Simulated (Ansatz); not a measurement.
Is this MgO structure stable?

It was relaxed at this level from a Materials Project cell.

Theory: DFT PBE, scalar-relativistic, plane waves, PAW (Ansatz). Cutoff 420 eV, Γ-centred 12×12×6 mesh (4-atom cell), Gaussian smearing of 0.02 eV, no spin polarisation.

```yaml
crystal:
  lattice:
    - [3.31508, 0.00000, 0.00000]
    - [-1.65754, 2.87094, 0.00000]
    - [0.00000, 0.00000, 5.11824]
  atoms:
    - { symbol: Mg, position: [0.33333, 0.66667, 0.00619] }
    - { symbol: Mg, position: [0.66667, 0.33333, 0.50619] }
    - { symbol: O, position: [0.33333, 0.66667, 0.39841] }
    - { symbol: O, position: [0.66667, 0.33333, 0.89841] }
```

Energies over the elements count from the elements' standard structures at the same level (O₂ as a molecule), with no fitted energy shifts.

Problem. These tests were run: energy against the elements; random kick, then relaxation without symmetry; phonons on a 3×3×1 q mesh. What do they show?

Solution.

```
                                         test                         result
                  energy against the elements                 −2.617 eV/atom
random kick, then relaxation without symmetry                        returns
                    phonons on a 3×3×1 q mesh  no imaginary mode on the mesh
```

It fails none of these tests. Competing phases weren't compared here.

The kick test ran on a coarse mesh. The run for the phonons used a 12×12×6 k mesh. Another cell of MgO relaxed alike, in P6_3/mmc (a Materials Project cell), lies 33 meV/atom lower, so this cell isn't the stable form at this level.
